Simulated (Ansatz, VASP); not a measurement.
# SiNi: VASP beside Ansatz

One calculation is typed for both programs; each brings its own data sets and cutoff. How far apart do they land?

Method: plane waves, with VASP 6.6.1 beside it; single point at LDA, DFT+U, in Ansatz 0.2.0.

### Step 1. Starting point

The structure is orthorhombic, space group Pmmn (No. 59). The conventional cell has a = 2.943 Å, b = 3.280 Å, c = 4.677 Å, α = 90.00°, β = 90.00°, γ = 90.00°. Si has 6 Ni at 2.34 to 2.37 Å nearest. Ni has 6 Si at 2.34 to 2.37 Å nearest. Farther neighbours are not listed.

### Step 2. VASP: single point, LDA, DFT+U

With cell and atoms fixed, the geometry can't cause a difference; cores, projectors, grids and the points listed under the comparison can.

Lines of VASP's logs that name or quote its potential files are left out, and so is its time.

The input, INCAR:

```
SYSTEM = SiNi
PREC = Accurate
ENCUT = 400
EDIFF = 1E-06
NELM = 100
ISMEAR = -1
SIGMA = 0.05
LREAL = .FALSE.
ALGO = Normal
GGA = CA
NBANDS = 40
ISPIN = 2
MAGMOM = 0 0 0 0 1 -1 1 -1
LDAU = .TRUE.
LDAUTYPE = 2
LDAUL = -1 2
LDAUU = 0 4
LDAUJ = 0 0
LDAUPRINT = 1
LASPH = .TRUE.
LMAXMIX = 4
LORBIT = 11
LWAVE = .FALSE.
LCHARG = .FALSE.
KPAR = 8
ISIF = 2
```

The input, POSCAR:

```
SiNi
1.0
    5.8855413200      0.0000000000      0.0000000000
    2.9427706600      3.2803255400      0.0000000000
    0.0000000000      0.0000000000      4.6774467600
Si Ni
4 4
Direct
    0.0000000000      0.0000000000      0.1568568400
    0.5000000000      0.0000000000      0.1568568400
    0.0000000000      0.5000000000      0.8431431600
    0.5000000000      0.5000000000      0.8431431600
    0.0000000000      0.0000000000      0.6575044100
    0.5000000000      0.0000000000      0.6575044100
    0.0000000000      0.5000000000      0.3424955900
    0.5000000000      0.5000000000      0.3424955900
```

The input, KPOINTS:

```
Automatic mesh
0
Gamma
7 7 5
0 0 0
```

PAW data sets: Si and Ni (PBE family, release 64).

Launch:

```sh
> mpirun -np 8 vasp_std
```

Numbers of over 12 decimals in the logs are rounded to 6 here.

Output:

```text
[banner, memory and clock lines left out]
running    8 mpi-ranks, on    1 nodes
 distrk:  each k-point on    1 cores,    8 groups
 distr:  one band on    1 cores,    1 groups

 POSCAR found type information on POSCAR SiNi
 POSCAR found :  2 types and       8 ions
|                                                                             |
|           W    W    AA    RRRRR   N    N  II  N    N   GGGG   !!!           |
|           W    W   A  A   R    R  NN   N  II  NN   N  G    G  !!!           |
|           W    W  A    A  R    R  N N  N  II  N N  N  G       !!!           |
|           W WW W  AAAAAA  RRRRR   N  N N  II  N  N N  G  GGG   !            |
|           WW  WW  A    A  R   R   N   NN  II  N   NN  G    G                |
|           W    W  A    A  R    R  N    N  II  N    N   GGGG   !!!           |
|                                                                             |
|     For optimal performance we recommend to set                             |
|       NCORE = 2 up to number-of-cores-per-socket                            |
|     NCORE specifies how many cores store one orbital (NPAR=cpu/NCORE).      |
|     This setting can greatly improve the performance of VASP for DFT.       |
|     The default, NCORE=1 might be grossly inefficient on modern             |
|     multi-core architectures or massively parallel machines. Do your        |
|     Unfortunately you need to use the default for GW and RPA                |
|     calculations (for HF NCORE is supported but not extensively tested      |
|     yet).                                                                   |
|                                                                             |

|                                                                             |
|               ----> ADVICE to this user running VASP <----                  |
|                                                                             |
|     You enforced a specific xc type in the INCAR file but a different       |
|     [... a line on the potential file left out ...]
|     I HOPE YOU KNOW WHAT YOU ARE DOING!                                     |
|                                                                             |

 LDA part: xc-table for (Slater(with rela. corr.)+CA(PZ))
 , standard interpolation
 POSCAR, INCAR and KPOINTS ok, starting setup
 FFT: planning ... GRIDC
 FFT: planning ... GRID_SOFT
 FFT: planning ... GRID
 WAVECAR not read
 entering main loop
       N       E                     dE             d eps       ncg     rms          rms(c)
DAV:   1     0.331644109611E+03    0.33164E+03   -0.20169E+04 12000   0.138E+03
DAV:   2    -0.197592974206E+02   -0.35140E+03   -0.33401E+03 12048   0.315E+02
DAV:   3    -0.479977287255E+02   -0.28238E+02   -0.27427E+02 13896   0.111E+02
DAV:   4    -0.486868599773E+02   -0.68913E+00   -0.68733E+00 13968   0.165E+01
DAV:   5    -0.487063054726E+02   -0.19445E-01   -0.19442E-01 14704   0.257E+00    0.254E+01
DAV:   6    -0.530457481905E+02   -0.43394E+01   -0.67740E+01 13560   0.123E+02    0.242E+01
DAV:   7    -0.450572139326E+02    0.79885E+01   -0.25413E+01 14304   0.805E+01    0.494E+00
DAV:   8    -0.451677198692E+02   -0.11051E+00   -0.22614E+00 17256   0.107E+01    0.310E+00
DAV:   9    -0.451211567785E+02    0.46563E-01   -0.27861E-01 14256   0.613E+00    0.841E-01
DAV:  10    -0.451261630423E+02   -0.50063E-02   -0.39912E-02 14240   0.291E+00    0.549E-01
DAV:  11    -0.451268416294E+02   -0.67859E-03   -0.43807E-03 18072   0.725E-01    0.245E-01
DAV:  12    -0.451270624395E+02   -0.22081E-03   -0.11717E-03 13904   0.471E-01    0.981E-02
DAV:  13    -0.451271285973E+02   -0.66158E-04   -0.14399E-04 15736   0.997E-02    0.428E-02
DAV:  14    -0.451271200647E+02    0.85327E-05   -0.51048E-05 13832   0.933E-02    0.147E-02
DAV:  15    -0.451271202699E+02   -0.20522E-06   -0.33921E-06 11312   0.283E-02
   1 F= -.45127120E+02 E0= -.45117687E+02  d E =-.188663E-01  mag=    -0.0000
```

Parts of OUTCAR (step 2):

```text
ion  position               nearest neighbor table
   1  0.000  0.000  0.157-   5 2.34   5 2.34   7 2.37   7 2.37   8 2.37   8 2.37   3 2.65   3 2.65
                             4 2.65   4 2.65   2 2.94   2 2.94
   2  0.500  0.000  0.157-   6 2.34   6 2.34   8 2.37   7 2.37   8 2.37   7 2.37   4 2.65   3 2.65
                             3 2.65   4 2.65   1 2.94   1 2.94
   3  0.000  0.500  0.843-   7 2.34   7 2.34   5 2.37   5 2.37   6 2.37   6 2.37   1 2.65   1 2.65
                             2 2.65   2 2.65   4 2.94   4 2.94
   4  0.500  0.500  0.843-   8 2.34   8 2.34   6 2.37   5 2.37   6 2.37   5 2.37   2 2.65   1 2.65
                             1 2.65   2 2.65   3 2.94   3 2.94
   5  0.000  0.000  0.658-   1 2.34   1 2.34   3 2.37   3 2.37   4 2.37   4 2.37   7 2.65   8 2.65
                             7 2.65   8 2.65   6 2.94   6 2.94
   6  0.500  0.000  0.658-   2 2.34   2 2.34   4 2.37   3 2.37   4 2.37   3 2.37   7 2.65   8 2.65
                             8 2.65   7 2.65   5 2.94   5 2.94
   7  0.000  0.500  0.342-   3 2.34   3 2.34   1 2.37   1 2.37   2 2.37   2 2.37   5 2.65   6 2.65
                             5 2.65   6 2.65   8 2.94   8 2.94
   8  0.500  0.500  0.342-   4 2.34   4 2.34   2 2.37   1 2.37   2 2.37   1 2.37   5 2.65   6 2.65
                             6 2.65   5 2.65   7 2.94   7 2.94

  LATTYP: Found a base centered orthorhombic cell.
 ALAT       =     5.8855413200
 B/A-ratio  =     1.1147064855
 C/A-ratio  =     0.7947351833

 Subroutine GETGRP returns: Found  8 space group operations
 (whereof  4 operations were pure point group operations)

The static configuration has the point symmetry C_2v.
 The point group associated with its full space group is D_2h.

 Found     75 irreducible k-points:

   k-points           NKPTS =     75   k-points in BZ     NKDIM =     75   number of bands    NBANDS=     40

   dimension x,y,z NGX =    40 NGY =   30 NGZ =   32
   dimension x,y,z NGXF=    80 NGYF=   60 NGZF=   64

   ENCUT  =  400.0 eV  29.40 Ry    5.42 a.u.   9.60  7.19  7.63*2*pi/ulx,y,z

   NELECT =      56.0000    total number of electrons

 k-points in reciprocal lattice and weights: Automatic mesh
   0.00000000  0.00000000  0.00000000       0.004
   0.14285714  0.00000000  0.00000000       0.008
   0.14285714  0.14285714  0.00000000       0.008
   0.28571429 -0.00000000  0.00000000       0.008
   0.28571429  0.28571429  0.00000000       0.008
   0.42857143 -0.00000000  0.00000000       0.008
   0.42857143  0.42857143  0.00000000       0.008
   0.00000000  0.14285714  0.00000000       0.008
   0.28571429  0.14285714  0.00000000       0.008
[...]
o =  0.9297  v =  0.0000  0.0000 -0.0311  0.0000 -0.9995  0.0000  0.0000  0.0000  0.0000  0.0000      0.0000  0.0000  0.0000  0.0000  0.0000  0.0000  0.0000  0.0000  0.0000  0.0000
  o =  0.9298  v =  0.0000  0.0000  0.0000  0.0000  0.0000 -0.0000  0.0000  0.0311 -0.0000  0.9995      0.0000  0.0000  0.0000  0.0000  0.0000  0.0000  0.0000  0.0000  0.0000  0.0000

 average (electrostatic) potential at core
       1 -78.3217       2 -78.3217       3 -78.3217       4 -78.3217       5 -79.2852
       6 -79.2852       7 -79.2852       8 -79.2852

 E-fermi :  10.9954

 spin component 1
 k-point     1 :       0.0000    0.0000    0.0000
  band No.  band energies     occupation
    ...
     24       8.7755      1.00000
     25       8.7847      1.00000
     26       9.1954      1.00000
     27       9.1954      1.00000
     28       9.9451      1.00000
     29      12.5663      0.00000
     30      12.7551      0.00000
     31      12.7551      0.00000
     32      13.1524      0.00000
     33      13.1524      0.00000
    ...

 k-point     2 :       0.1429    0.0000    0.0000
  band No.  band energies     occupation
    ...
     24       8.5660      1.00000
     25       8.7647      1.00000
     26       9.1184      1.00000
     27       9.5201      1.00000
     28       9.9100      1.00000
     29      11.8035      0.00000
     30      12.0084      0.00000
     31      12.2526      0.00000
     32      13.2576      0.00000
     33      13.8922      0.00000
    ...

 k-point     3 :       0.1429    0.1429    0.0000
  band No.  band energies     occupation
    ...
     24       8.5660      1.00000
     25       8.7648      1.00000
     26       9.1184      1.00000
     27       9.5201      1.00000
     28       9.9100      1.00000
     29      11.8035      0.00000
     30      12.0084      0.00000
     31      12.2526      0.00000
     32      13.2576      0.00000
     33      13.8922      0.00000
    ...

 k-point     4 :       0.2857   -0.0000    0.0000
  band No.  band energies     occupation
    ...
     24       8.6021      1.00000
     25       8.8868      1.00000
     26       9.0671      1.00000
     27       9.8155      1.00000
     28       9.9668      1.00000
     29      11.0450      0.27040
     30      11.1604      0.03555
     31      12.1784      0.00000
     32      13.5643      0.00000
     33      14.3227      0.00000
    ...

 k-point     5 :       0.2857    0.2857    0.0000
  band No.  band energies     occupation
    ...
     24       8.6021      1.00000
     25       8.8868      1.00000
     26       9.0671      1.00000
     27       9.8155      1.00000
     28       9.9668      1.00000
     29      11.0450      0.27034
     30      11.1604      0.03555
     31      12.1784      0.00000
     32      13.5643      0.00000
     33      14.3228      0.00000
    ...

 k-point     6 :       0.4286   -0.0000    0.0000
  band No.  band energies     occupation
    ...
     26       9.2868      1.00000
     27       9.5932      1.00000
     28       9.6117      1.00000
     29      10.7080      0.99682
     30      10.7125      0.99652
     31      13.6429      0.00000
     32      14.0603      0.00000
     33      14.6465      0.00000
     34      14.7319      0.00000
     35      15.2809      0.00000
    ...

  Total       -5.7241231     -6.3271578     -6.8463608      0.0005606      0.0000000      0.0000000
  in kB     -101.5564094   -112.2553479   -121.4669568      0.0099462      0.0000000      0.0000000
  external PRESSURE =    -111.7595714 kB  Pullay stress =       0.0000000 kB

  energy-cutoff  :      400.00
  volume of cell :       90.31
      direct lattice vectors                 reciprocal lattice vectors
     5.885541320  0.000000000  0.000000000     0.169907906 -0.152423896  0.000000000
     2.942770660  3.280325540  0.000000000     0.000000000  0.304847793  0.000000000
     0.000000000  0.000000000  4.677446760     0.000000000  0.000000000  0.213791851

 POSITION                                       TOTAL-FORCE (eV/Angst)
 -----------------------------------------------------------------------------------
      0.00000      0.00000      0.73369        -0.000000     -0.000000      0.472937
      2.94277      0.00000      0.73369        -0.000000     -0.000000      0.472937
      1.47139      1.64016      3.94376        -0.000000      0.000000     -0.472937
      4.41416      1.64016      3.94376         0.000000      0.000000     -0.472937
      0.00000      0.00000      3.07544        -0.000000     -0.000000     -0.003403
      2.94277      0.00000      3.07544        -0.000000     -0.000000     -0.003403
      1.47139      1.64016      1.60200         0.000000      0.000000      0.003403
      4.41416      1.64016      1.60200        -0.000000      0.000000      0.003403
 -----------------------------------------------------------------------------------
    total drift:                                0.000000      0.000000      0.000000

  FREE ENERGIE OF THE ION-ELECTRON SYSTEM (eV)
  ---------------------------------------------------
  free  energy   TOTEN  =       -45.1271202699 eV

  energy  without entropy=      -45.1082540061  energy(sigma->0) =      -45.11768714

 total charge
# of ion       s       p       d       tot
------------------------------------------
    1        0.749   0.850   0.000   1.599
    2        0.749   0.850   0.000   1.599
    3        0.749   0.850   0.000   1.599
    4        0.749   0.850   0.000   1.599
    5        0.472   0.595   8.708   9.776
    6        0.472   0.595   8.708   9.776
    7        0.472   0.595   8.708   9.776
    8        0.472   0.595   8.708   9.776
--------------------------------------------------
tot          4.886   5.782  34.832  45.500

 magnetization (x)
# of ion       s       p       d       tot
------------------------------------------
    1        0.000   0.000   0.000   0.000
    2       -0.000  -0.000   0.000  -0.000
    3        0.000   0.000   0.000   0.000
    4       -0.000  -0.000   0.000  -0.000
    5       -0.000  -0.000   0.000   0.000
    6        0.000   0.000  -0.000  -0.000
    7       -0.000  -0.000   0.000   0.000
    8        0.000   0.000  -0.000  -0.000
--------------------------------------------------
tot          0.000   0.000   0.000   0.000

[... 1 further part left out ...]
```

A U on the itinerant d states of such a compound is hard to justify; it moves the bands at the Fermi level. The PAW data sets were made with PBE, though LDA sets exist; this is a small mismatch. At this level the cell is under a tension of 11.2 GPa, so at these settings it is away from equilibrium.

[end of part 1 of 2]

[Lines on the potential files, build, host, timing and source positions are cut from VASP's logs without a mark.]

[Logs are printed without paths, hosts, clocks, repeated set-up lines and the standing remarks that a program may print on its own settings, such as how far it seeks lower states.]

[Hosts, paths, dates, database ids (printed as entryN), source tags and the programs' standing remarks are cut or masked in the printed files.]

[VASP's PBE data sets in a run with another functional are called a small mismatch above; for pressures it isn't always small: they can move by 1 GPa and more.]
